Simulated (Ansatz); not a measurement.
# Sb (R-3m) in Ansatz: further runs

Aim: see how the results for Sb move with the level of theory and the settings. Levels: revPBE+D3(BJ), PBE+D3(BJ). Tasks: relaxation of cell and atoms.

All numbers are computed with Ansatz 0.2.0; they aren't measurements. Logs are shortened: lines on timing, memory, paths and dates and some standing lists are left out, and cuts for length are marked.

### Step 1. The crystal as given

It takes space group R-3m (No. 166, trigonal). The conventional cell has a = 4.308 Å, b = 4.308 Å, c = 11.274 Å, α = 90.00°, β = 90.00°, γ = 120.00°. Sb (site symmetry 3m) has 3 Sb at 2.91 Å as nearest neighbours.

### Step 2. Relaxation of cell and atoms, revPBE+D3(BJ)

input.yaml reads:

```yaml
crystal:
  lattice:
    - [2.1542, 1.2437279499, 3.758]
    - [-2.1542, 1.2437279499, 3.758]
    - [0.0, -2.4874558998, 3.758]
  atoms:
    - { symbol: Sb, position: [0.76651, 0.76651, 0.76651] }
    - { symbol: Sb, position: [0.23349, 0.23349, 0.23349] }
kpoints:
  mp_grid: { grid: [8, 8, 8] }
scf:
  occupations: { method: fermi_dirac, width: 0.05 }
hamiltonian:
  xc: revpbe
  dispersion: d3bj
  pseudopotentials: { kind: all_electron, lapw: { basis_error: 0.001 } }
output:
  forces: true
  stress: true
relax:
  f_tol: 0.01
  max_steps: 60
  cell: {}
```

Potentials or basis: all-electron LAPW, scalar-relativistic.

Command:

```sh
$ ansatz run input.yaml --threads 1 --pin off --max-ram 3072MiB --backend cpu --events-out ev --progress --plain --runs-dir out
```

The log of the run:

```text
Warning: RAYON_NUM_THREADS=1 ignored (pool sized by the plan → 1); use --threads N
The last accepted step is kept in <dir> (removed where the run ends without a failure and the disk answers)
LAPW: plane waves up to 8.077 Å⁻¹, error target 1.0e-3 eV per atom; small_component_spin mean_spin; Sb in spheres of 1.410 Å, 23 of its electrons in bands, Dirac shells [] (how accurate: hamiltonian.pseudopotentials.lapw.basis_error, Limitations)
Engine: ansatz 0.2.0, aarch64-unknown-linux-gnu
Pseudopotentials: kind: all_electron
Pseudopotential: Sb, LAPW, valence charge 23, lapw/all_electron/scalar/gaussian/Sb, Koelling and Harmon's equation, gaussian nucleus
Functional definition: revPBE
  parameter kappa = 1.245
  parameter beta = 0.06672455060314922
  exchange = pbe_x(kappa = kappa, mu = beta*pi^2/3)
  correlation = pbe_c(beta = beta)
Crystal: 2 atoms, lattice volume = 60.411 Å³
Basis set: ecut = 248.5400219662768 eV, 543 PW (Γ), exchange–correlation at level 2
Bands: 28, of which v1, the nominal top of the filled ones, is band 23 counted from 1 (22 counted from 0)
Symmetry: 12 space group operations
Space group: R-3m (ITA 166), of the structure as read, at distance tolerance 3.9e-5 Å
k-points: 65 of 512
Non-local potential: Sb, projectors of the file, none
Initial density: superposition of atomic densities (chi_scale 0.1, normalization cell)
Initial wavefunctions: plane waves of lowest kinetic energy (no species holds an atomic orbital)
Functional: x = revpbe(κ = 1.245, μ = 0.2195149727645171), c = pbe(β = 0.06672455060314922)
iter 1 solved again at ethr=1.67e-4 eV; its pass at ethr=1.00e-1 eV (dr2=7.70e-2 eV) is discarded
SCF iter   1: F=—  HF=-352750.502975 eV  |F-HF|=—  |Δ(HF+E_count)|=         —  Δρ=1.27e-2  dr2=7.87e-2  ethr=1.67e-4  ⟨swp⟩=3.0  Hψ=12074  notcnv=0
preconditioner: auto → Kerker (q_TF=auto, 2.607 Å⁻¹)  [metal: Δε(μ)=0.031 eV  Ē_g=9.477 eV  σ=0.050 eV  W_gap=0.15  n_scr=14 (ndim 8)  ℏωp=15.1 eV  f_vac=0.017  D(μ)=0.38/eV (n_scr^D=0)]
SCF iter   2: F=—  HF=-352750.505754 eV  |F-HF|=—  |Δ(HF+E_count)|=   2.78e-3  Δρ=8.71e-3  dr2=4.45e-2  ethr=1.67e-4  ⟨swp⟩=2.0  Hψ=5075  notcnv=0  defer=1
SCF iter   3: F=—  HF=-352750.510275 eV  |F-HF|=—  |Δ(HF+E_count)|=   4.52e-3  Δρ=2.66e-3  dr2=6.02e-3  ethr=9.68e-5  ⟨swp⟩=2.0  Hψ=5099  notcnv=0
SCF iter   4: F=—  HF=-352750.510171 eV  |F-HF|=—  |Δ(HF+E_count)|=   1.04e-4  Δρ=1.08e-3  dr2=1.42e-3  ethr=1.31e-5  ⟨swp⟩=2.0  Hψ=5099  notcnv=0
SCF iter   5: F=—  HF=-352750.510614 eV  |F-HF|=—  |Δ(HF+E_count)|=         —  Δρ=4.68e-4  dr2=2.17e-4  ethr=3.09e-6  ⟨swp⟩=2.8  Hψ=5239  notcnv=0
the basis was enlarged: its passes take 68.1 KiB over the memory plan, 1 of 1 planned eigensolver slots
SCF iter   6: F=—  HF=-352750.510826 eV  |F-HF|=—  |Δ(HF+E_count)|=   2.13e-4  Δρ=2.24e-4  dr2=5.20e-5  ethr=4.73e-7  ⟨swp⟩=3.0  Hψ=5356  notcnv=0
iter 7 solved again at ethr=6.22e-9 eV; its pass at ethr=1.13e-7 eV (dr2=2.86e-6 eV) is discarded
SCF iter   7: F=—  HF=-352750.510862 eV  |F-HF|=—  |Δ(HF+E_count)|=   3.57e-5  Δρ=6.00e-5  dr2=2.85e-6  ethr=6.22e-9  ⟨swp⟩=2.0  Hψ=9126  notcnv=0
SCF iter   8: F=—  HF=-352750.510865 eV  |F-HF|=—  |Δ(HF+E_count)|=   2.62e-6  Δρ=1.73e-5  dr2=1.68e-7  ethr=6.20e-9  ⟨swp⟩=3.0  Hψ=5413  notcnv=0
SCF iter   9: F=-352750.510865 eV  HF=-352750.510865 eV  |F-HF|=7.51e-9  |Δ(HF+E_count)|=   1.68e-7  Δρ=5.26e-6  dr2=2.66e-8  ethr=3.65e-10  ⟨swp⟩=3.0  Hψ=5409  notcnv=0
SCF 1 converged in 9 iterations: F = -352750.510865 eV  dr2 = 2.66e-8
relax step   1: F+E_penalty+E_count = -352750.51086493 eV  Δ(F+E_penalty+E_count) = +0.000e0 eV  max|allowed force component| = 1.770e-1 eV/Å  Δτ_max = 0.0000 Å  P = -1.227 GPa  Ω = 60.411 Å³  (9 SCF iters, accepted)
Crystal: 2 atoms, lattice volume = 57.655 Å³
Basis set: ecut = 256.4001415371545 eV, 543 PW (Γ), exchange–correlation at level 2
Initial density: handed on by an earlier stage of this run
Initial wavefunctions: those handed on with the density
iter 1 solved again at ethr=5.86e-6 eV; its pass at ethr=1.00e-1 eV (dr2=2.69e-3 eV) is discarded
SCF iter   1: F=—  HF=-352750.529617 eV  |F-HF|=—  |Δ(HF+E_count)|=         —  Δρ=1.83e-3  dr2=2.04e-3  ethr=5.86e-6  ⟨swp⟩=4.0  Hψ=10693  notcnv=0
preconditioner: auto → none  [insulator: Δε(μ)=0.205 eV  Ē_g=9.667 eV  σ=0.050 eV  W_gap=0.69  n_scr=14 (ndim 8)  ℏωp=15.5 eV  f_vac=0.035  D(μ)=0.49/eV (n_scr^D=0)  ε∞_Penn≈3.6]
SCF iter   2: F=—  HF=-352750.529496 eV  |F-HF|=—  |Δ(HF+E_count)|=   1.21e-4  Δρ=8.45e-4  dr2=3.00e-4  ethr=4.44e-6  ⟨swp⟩=2.0  Hψ=5029  notcnv=0
SCF iter   3: F=—  HF=-352750.529575 eV  |F-HF|=—  |Δ(HF+E_count)|=   7.94e-5  Δρ=1.91e-4  dr2=3.88e-5  ethr=6.53e-7  ⟨swp⟩=2.0  Hψ=5031  notcnv=0
iter 4 solved again at ethr=2.43e-9 eV; its pass at ethr=8.43e-8 eV (dr2=1.12e-6 eV) is discarded
SCF iter   4: F=—  HF=-352750.529563 eV  |F-HF|=—  |Δ(HF+E_count)|=   1.21e-5  Δρ=4.17e-5  dr2=1.10e-6  ethr=2.43e-9  ⟨swp⟩=2.0  Hψ=8805  notcnv=0
SCF iter   5: F=-352750.529564 eV  HF=-352750.529564 eV  |F-HF|=2.64e-8  |Δ(HF+E_count)|=   7.32e-7  Δρ=5.76e-6  dr2=2.32e-8  ethr=2.40e-9  ⟨swp⟩=3.0  Hψ=5343  notcnv=0
SCF 2 converged in 5 iterations: F = -352750.529564 eV  dr2 = 2.32e-8
relax step   2: F+E_penalty+E_count = -352750.52956360 eV  Δ(F+E_penalty+E_count) = -1.870e-2 eV  max|allowed force component| = 3.431e-2 eV/Å  Δτ_max = 0.0416 Å  P = +0.354 GPa  Ω = 57.655 Å³  (5 SCF iters, accepted)
Crystal: 2 atoms, lattice volume = 57.866 Å³
Basis set: ecut = 255.77499542562555 eV, 543 PW (Γ), exchange–correlation at level 2
iter 1 solved again at ethr=4.55e-7 eV; its pass at ethr=1.00e-1 eV (dr2=2.10e-4 eV) is discarded
SCF iter   1: F=—  HF=-352750.532231 eV  |F-HF|=—  |Δ(HF+E_count)|=         —  Δρ=4.60e-4  dr2=1.76e-4  ethr=4.55e-7  ⟨swp⟩=4.5  Hψ=11300  notcnv=0
preconditioner: auto → none  [insulator: Δε(μ)=0.183 eV  Ē_g=9.647 eV  σ=0.050 eV  W_gap=0.65  n_scr=14 (ndim 8)  ℏωp=15.4 eV  f_vac=0.038  D(μ)=0.46/eV (n_scr^D=0)  ε∞_Penn≈3.6]
SCF iter   2: F=—  HF=-352750.532213 eV  |F-HF|=—  |Δ(HF+E_count)|=   1.77e-5  Δρ=2.05e-4  dr2=2.03e-5  ethr=3.83e-7  ⟨swp⟩=2.0  Hψ=5030  notcnv=0
SCF iter   3: F=—  HF=-352750.532218 eV  |F-HF|=—  |Δ(HF+E_count)|=   5.02e-6  Δρ=6.21e-5  dr2=3.32e-6  ethr=4.41e-8  ⟨swp⟩=2.0  Hψ=5030  notcnv=0
iter 4 solved again at ethr=1.31e-10 eV; its pass at ethr=7.22e-9 eV (dr2=6.01e-8 eV) is discarded
SCF iter   4: F=-352750.532218 eV  HF=-352750.532218 eV  |F-HF|=5.21e-8  |Δ(HF+E_count)|=   3.09e-9  Δρ=1.16e-5  dr2=5.94e-8  ethr=1.31e-10  ⟨swp⟩=2.0  Hψ=8808  notcnv=0
SCF 3 converged in 4 iterations: F = -352750.532218 eV  dr2 = 5.94e-8
relax step   3: F+E_penalty+E_count = -352750.53221806 eV  Δ(F+E_penalty+E_count) = -2.654e-3 eV  max|allowed force component| = 3.151e-2 eV/Å  Δτ_max = 0.0067 Å  P = -0.114 GPa  Ω = 57.866 Å³  (4 SCF iters, accepted)
Crystal: 2 atoms, lattice volume = 57.653 Å³
Basis set: ecut = 256.40637211371757 eV, 543 PW (Γ), exchange–correlation at level 2
iter 1 solved again at ethr=1.05e-7 eV; its pass at ethr=1.00e-1 eV (dr2=4.81e-5 eV) is discarded
SCF iter   1: F=—  HF=-352750.532361 eV  |F-HF|=—  |Δ(HF+E_count)|=         —  Δρ=2.71e-4  dr2=6.14e-5  ethr=1.05e-7  ⟨swp⟩=4.8  Hψ=12121  notcnv=0
preconditioner: auto → Kerker (q_TF=auto, 2.628 Å⁻¹)  [metal: Δε(μ)=0.099 eV  Ē_g=9.671 eV  σ=0.050 eV  W_gap=0.41  n_scr=14 (ndim 8)  ℏωp=15.5 eV  f_vac=0.036  D(μ)=0.42/eV (n_scr^D=0)]
SCF iter   2: F=—  HF=-352750.532368 eV  |F-HF|=—  |Δ(HF+E_count)|=   7.64e-6  Δρ=1.92e-4  dr2=3.48e-5  ethr=1.05e-7  ⟨swp⟩=2.0  Hψ=5026  notcnv=0
iter 3 solved again at ethr=2.97e-9 eV; its pass at ethr=7.56e-8 eV (dr2=1.37e-6 eV) is discarded
SCF iter   3: F=—  HF=-352750.532371 eV  |F-HF|=—  |Δ(HF+E_count)|=   2.96e-6  Δρ=3.54e-5  dr2=1.37e-6  ethr=2.97e-9  ⟨swp⟩=2.0  Hψ=8961  notcnv=0
SCF iter   4: F=—  HF=-352750.532372 eV  |F-HF|=—  |Δ(HF+E_count)|=   5.66e-7  Δρ=1.22e-5  dr2=1.67e-7  ethr=2.97e-9  ⟨swp⟩=3.0  Hψ=5196  notcnv=0
SCF iter   5: F=-352750.532372 eV  HF=-352750.532372 eV  |F-HF|=4.50e-8  |Δ(HF+E_count)|=   7.22e-9  Δρ=8.40e-6  dr2=6.04e-8  ethr=3.63e-10  ⟨swp⟩=2.7  Hψ=5079  notcnv=0
SCF 4 converged in 5 iterations: F = -352750.532372 eV  dr2 = 6.04e-8
relax step   4: F+E_penalty+E_count = -352750.53237206 eV  Δ(F+E_penalty+E_count) = -1.540e-4 eV  max|allowed force component| = 2.442e-2 eV/Å  Δτ_max = 0.0036 Å  P = +0.127 GPa  Ω = 57.653 Å³  (5 SCF iters, accepted)
Crystal: 2 atoms, lattice volume = 57.770 Å³
Basis set: ecut = 256.06010915807747 eV, 543 PW (Γ), exchange–correlation at level 2
iter 1 solved again at ethr=9.48e-8 eV; its pass at ethr=1.00e-1 eV (dr2=4.36e-5 eV) is discarded
SCF iter   1: F=—  HF=-352750.532751 eV  |F-HF|=—  |Δ(HF+E_count)|=         —  Δρ=1.40e-4  dr2=1.90e-5  ethr=9.48e-8  ⟨swp⟩=5.0  Hψ=11332  notcnv=0
preconditioner: auto → none  [insulator: Δε(μ)=0.142 eV  Ē_g=9.660 eV  σ=0.050 eV  W_gap=0.53  n_scr=14 (ndim 8)  ℏωp=15.4 eV  f_vac=0.037  D(μ)=0.43/eV (n_scr^D=0)  ε∞_Penn≈3.6]
iter 2 solved again at ethr=3.09e-9 eV; its pass at ethr=4.12e-8 eV (dr2=1.42e-6 eV) is discarded
SCF iter   2: F=—  HF=-352750.532751 eV  |F-HF|=—  |Δ(HF+E_count)|=   3.19e-7  Δρ=6.06e-5  dr2=1.42e-6  ethr=3.09e-9  ⟨swp⟩=2.0  Hψ=8780  notcnv=0
SCF iter   3: F=—  HF=-352750.532752 eV  |F-HF|=—  |Δ(HF+E_count)|=   1.16e-6  Δρ=2.50e-5  dr2=3.47e-7  ethr=3.09e-9  ⟨swp⟩=3.0  Hψ=5243  notcnv=0
SCF iter   4: F=-352750.532752 eV  HF=-352750.532752 eV  |F-HF|=1.12e-8  |Δ(HF+E_count)|=   2.79e-7  Δρ=5.01e-6  dr2=9.97e-9  ethr=7.55e-10  ⟨swp⟩=3.0  Hψ=5360  notcnv=0
SCF 5 converged in 4 iterations: F = -352750.532752 eV  dr2 = 9.97e-9
relax step   5: F+E_penalty+E_count = -352750.53275232 eV  Δ(F+E_penalty+E_count) = -3.803e-4 eV  max|allowed force component| = 1.186e-3 eV/Å  Δτ_max = 0.0012 Å  P = +0.009 GPa  Ω = 57.770 Å³  (4 SCF iters, accepted)
Basis set: ecut = 256.06010915807747 eV, 537 PW (Γ), exchange–correlation at level 2
iter 1 solved again at ethr=2.33e-11 eV; its pass at ethr=1.00e-1 eV (dr2=1.07e-8 eV) is discarded
SCF iter   1: F=—  HF=-352750.532768 eV  |F-HF|=—  |Δ(HF+E_count)|=         —  Δρ=7.63e-6  dr2=1.07e-8  ethr=2.33e-11  ⟨swp⟩=6.0  Hψ=15141  notcnv=0  reapply=57
preconditioner: auto → none  [insulator: Δε(μ)=0.141 eV  Ē_g=9.660 eV  σ=0.050 eV  W_gap=0.53  n_scr=14 (ndim 8)  ℏωp=15.4 eV  f_vac=0.036  D(μ)=0.43/eV (n_scr^D=0)  ε∞_Penn≈3.6]
SCF iter   2: F=-352750.532768 eV  HF=-352750.532768 eV  |F-HF|=1.28e-7  |Δ(HF+E_count)|=   3.78e-7  Δρ=3.85e-6  dr2=2.57e-9  ethr=2.32e-11  ⟨swp⟩=3.0  Hψ=5358  notcnv=0
SCF 6 converged in 2 iterations: F = -352750.532768 eV  dr2 = 2.57e-9
relax step   6: F+E_penalty+E_count = -352750.53276812 eV  Δ(F+E_penalty+E_count) = -1.580e-5 eV  max|allowed force component| = 1.185e-3 eV/Å  Δτ_max = 0.0000 Å  P = +0.009 GPa  Ω = 57.770 Å³  stress off target by 2.06e-2 GPa  SCF on the basis re-selected at this cell (its energy is not comparable with the rows above)  (2 SCF iters)
basis re-selected at this cell: Δ(F+E_penalty+E_count) = -1.580e-5 eV, ΔP = -0.000 GPa vs the last step (what re-selecting the basis moved, after the strain that the cell walked since its last selection, with what the two solves' SCF thresholds leave and, on support functions, any second-order correction that the steps lacked; it is no measure of the basis error at this ecutwfc). This SCF's stress stands 2.06e-2 GPa from its target on what of the cell is left free (relax.cell.stress_tol is 5.00e-2 GPa) and its largest allowed force component is 1.18e-3 eV/Å (relax.f_tol is 1.00e-2 eV/Å): within both
SCF converged after 2 iterations
Free energy (F): -352750.532768 eV
Harris-Foulkes:  -352750.532768 eV  (|F-HF|=1.28e-7)
Internal energy: -352750.529188 eV  (E = F + TS)
E sigma→0 (E₀):  -352750.530978 eV
Entropy (-TS):   -0.003580 eV (-1.790 meV/atom)
Fermi energy:    13.599474 eV
--- Per-component energies (eV) ---
  E_band       = -1768.676931
  E_kinetic    = 371762.705050
  E_xc         = -9300.815263
  E_electrostatic = -715210.550541  (all electrons and nuclei)
  E_disp       = -1.868434  (pairwise vdW)
  E_smearing   = -0.003580  (= −TS)
  E_closure    = 0.000000  (closes the sum)
  E_atoms      = -352741.132544  (free atoms, spherical and without spin; not in F)
  Σ components = -352750.532768   (vs F -352750.532768, Δ=0.00e0)
  Basis errors (estimates in eV, not in F): energy 4.4e-4 per atom: plane waves 4.1e-4 (2.3e-4 summed), levels above the bands 1.2e-44, relativity 3.2e-8, radial functions 2.6e-5, core shells 1.8e-8; eigenvalues (radial functions only) 1.2e-7; not estimated: angular momenta, meshes, grids; target (lapw.basis_error) 1.0e-3; muffin-tin radii Sb 1.390 Å
--- Forces (eV/Å), atoms counted from 1 ---
  atom   1  Sb    -0.00000000     0.00000000     0.00118456
  atom   2  Sb     0.00000000    -0.00000000    -0.00118456
  max |Σ_I F_I| component: 4.63e-18 eV/Å
--- Stress (GPa, compression-positive) ---
        0.020623       0.000000      -0.000000
        0.000000       0.020623      -0.000000
       -0.000000      -0.000000      -0.013474
  P = ⅓ Tr σ = 0.0093 GPa (0.093 kbar)
--- Relaxed structure (5 steps of the walk, 5 accepted, 1 SCFs on fresh bases) ---
  F+E_penalty+E_count = -352750.53276812 eV   max|allowed force component| = 1.185e-3 eV/Å   (the final SCF, on the basis selected at the relaxed cell)
  cell:  # Å, volume = 57.7698 Å³
    - [2.1467251086025985, 1.2394123193278388, 3.618741459869734]
    - [-2.1467251086025985, 1.2394123193278388, 3.618741459869734]
    - [7.763257433614808e-34, -2.4788246386556776, 3.618741459869734]
  atoms:
    - { symbol: Sb, position: [0.7624344378895956, 0.7624344378895956, 0.7624344378895956] }
    - { symbol: Sb, position: [0.2375655621104043, 0.2375655621104043, 0.2375655621104043] }
```

It took 66 s on 1 thread of Arm Neoverse V1, shared host; peak memory 0.39 GiB.

Results:

- Free energy: -352750.5328 eV
- Relaxed volume: 28.88 Å³/atom
- Relaxed cell: a = 4.386 Å, b = 4.386 Å, c = 4.386 Å, α = 58.60°, β = 58.60°, γ = 58.60°
- Space group after relaxing (to 0.05 Å): R-3m (No. 166)
- Energy gained by relaxing: 11.0 meV/atom
- Ionic steps: 6
- Pressure after relaxing: 0.0 GPa

The path:
| step | energy change (eV) | largest force (eV/Å) | volume (Å³) |
| --- | --- | --- | --- |
| 1 | 0.0000 | 0.1770 | 60.41 |
| 2 | -0.0187 | 0.0343 | 57.65 |
| 3 | -0.0214 | 0.0315 | 57.87 |
| 4 | -0.0215 | 0.0244 | 57.65 |
| 5 | -0.0219 | 0.0012 | 57.77 |
| 6 | -0.0219 | 0.0012 | 57.77 |

Final structure:
```yaml
crystal:
  lattice:
    - [2.14673, 1.23941, 3.61874]
    - [-2.14673, 1.23941, 3.61874]
    - [0.00000, -2.47882, 3.61874]
  atoms:
    - { symbol: Sb, position: [0.76243, 0.76243, 0.76243] }
    - { symbol: Sb, position: [0.23757, 0.23757, 0.23757] }
```

The run has no spin-orbit coupling, so splittings on Sb are missing.

### Step 3. Relaxation of cell and atoms, PBE+D3(BJ)

Edit input.yaml of step 2 so:

```diff
@@ -13,3 +13,3 @@
 hamiltonian:
-  xc: revpbe
+  xc: pbe
   dispersion: d3bj
@@ -20,3 +20,3 @@
 relax:
-  f_tol: 0.01
+  f_tol: 0.02
   max_steps: 60
```

Potentials or basis: all-electron LAPW, scalar-relativistic.

Command:

```sh
$ ansatz run input.yaml --threads 1 --pin off --max-ram 3072MiB --backend cpu --events-out ev --progress --plain --runs-dir out
```

The log of the run:

```text
Warning: RAYON_NUM_THREADS=1 ignored (pool sized by the plan → 1); use --threads N
[... 1 set-up line as earlier in the session ...]
LAPW: plane waves up to 8.079 Å⁻¹, error target 1.0e-3 eV per atom; small_component_spin mean_spin; Sb in spheres of 1.410 Å, 23 of its electrons in bands, Dirac shells [] (how accurate: hamiltonian.pseudopotentials.lapw.basis_error, Limitations)
[... 3 set-up lines as earlier in the session ...]
Functional definition: PBE
  parameter kappa = 0.804
[... 3 set-up lines as earlier in the session ...]
Crystal: 2 atoms, lattice volume = 60.411 Å³
Basis set: ecut = 248.6873750472552 eV, 549 PW (Γ), exchange–correlation at level 2
Bands: 28, of which v1, the nominal top of the filled ones, is band 23 counted from 1 (22 counted from 0)
[... 2 set-up lines as earlier in the session ...]
k-points: 65 of 512
[... 1 set-up line as earlier in the session ...]
[... 76 lines left out ...]
  E_disp       = -0.958586  (pairwise vdW)
  E_smearing   = -0.002845  (= −TS)
  E_closure    = 0.000000  (closes the sum)
  E_atoms      = -352728.128962  (free atoms, spherical and without spin; not in F)
  Σ components = -352737.316961   (vs F -352737.316961, Δ=0.00e0)
  Basis errors (estimates in eV, not in F): energy 4.1e-4 per atom: plane waves 3.9e-4 (2.1e-4 summed), levels above the bands 2.9e-45, relativity 4.5e-8, radial functions 2.6e-5, core shells 1.3e-8; eigenvalues (radial functions only) 1.2e-7; not estimated: angular momenta, meshes, grids; target (lapw.basis_error) 1.0e-3; muffin-tin radii Sb 1.404 Å
--- Forces (eV/Å), atoms counted from 1 ---
  atom   1  Sb    -0.00000000     0.00000000    -0.00470202
  atom   2  Sb     0.00000000    -0.00000000     0.00470202
  max |Σ_I F_I| component: 4.63e-18 eV/Å
--- Stress (GPa, compression-positive) ---
        0.001894       0.000000       0.000000
        0.000000       0.001894       0.000000
        0.000000       0.000000       0.045114
  P = ⅓ Tr σ = 0.0163 GPa (0.163 kbar)
--- Relaxed structure (4 steps of the walk, 4 accepted, 1 SCFs on fresh bases) ---
  F+E_penalty+E_count = -352737.31696077 eV   max|allowed force component| = 4.702e-3 eV/Å   (the final SCF, on the basis selected at the relaxed cell)
  cell:  # Å, volume = 59.6120 Å³
    - [2.163292348381051, 1.2489774196736572, 3.6771626961144737]
    - [-2.163292348381051, 1.2489774196736572, 3.6771626961144737]
    - [7.89261772458616e-34, -2.4979548393473143, 3.6771626961144737]
  atoms:
    - { symbol: Sb, position: [0.7642061945356643, 0.7642061945356643, 0.7642061945356643] }
    - { symbol: Sb, position: [0.23579380546433568, 0.23579380546433568, 0.23579380546433568] }
```

It took 56 s on 1 thread of Arm Neoverse V1, shared host; peak memory 0.39 GiB.

What came out:

```yaml
Free_energy: -352737.3170 eV
Relaxed_volume: 29.81 Å³/atom
Relaxed_cell: a = 4.445 Å, b = 4.445 Å, c = 4.445 Å, α = 58.24°, β = 58.24°, γ = 58.24°
Space_group_after_relaxing_to_0.05_Å: R-3m (No. 166)
Energy_gained_by_relaxing: 2.9 meV/atom
Ionic_steps: 5
Pressure_after_relaxing: 0.0 GPa
Largest_force_after_relaxing: 0.005 eV/Å
```

Forces on the atoms (eV/Å):
```
Sb   0.000  0.000 -0.005
Sb   0.000  0.000  0.005
```

The path:
```csv
step,energy change (eV),largest force (eV/Å),volume (Å³)
1,0.0000,0.1580,60.41
2,-0.0037,0.0700,60.20
3,-0.0055,0.0171,59.75
4,-0.0057,0.0047,59.61
5,-0.0057,0.0047,59.61
```

Final structure:
```xyz
2
Lattice="2.1633 1.2490 3.6772 -2.1633 1.2490 3.6772 0.0000 -2.4980 3.6772" Properties=species:S:1:pos:R:3 pbc="T T T"
Sb    0.0000    0.0000    8.4303
Sb    0.0000    0.0000    2.6012
```

Spin-orbit coupling is left out, which matters for the levels of Sb.
